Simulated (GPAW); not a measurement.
The system is SnTe.

```xyz
2
Lattice="0.0000 3.6111 3.6111 3.6111 0.0000 3.6111 3.6111 3.6111 0.0000" Properties=species:S:1:pos:R:3 pbc="T T T"
Te    1.8056    1.8056    1.8056
Sn    0.0000    0.0000    0.0000
```

Measurements of this composition are mostly on another form, of space group No. 225.

Base run:

```yaml
Program: GPAW 26.7.0
Functional: HSE06
Potentials_or_basis: GPAW PAW data sets (gpaw-data 1.2.1)
Cutoff: 450 eV
Basis: pw
k_mesh: 4 × 4 × 4
Occupations: fermi-dirac, width 0.05 eV
Spin: no spin polarisation
```

Its results: band gap on the k mesh 0.32 eV, indirect (least direct gap 1.11 eV).

Problem. The run is repeated on the same cell with these changes: functional from HSE06 to PBE0. What comes out?

Solution. Band gap on the k mesh 0.96 eV, indirect (least direct gap 1.77 eV).

Caveats: exact exchange converges slowly with the k mesh, and this mesh is small; spin-orbit coupling is left out, which moves the levels of the heavy elements.

A k mesh can miss the band edges.

Not every run made on this cell is shown here.
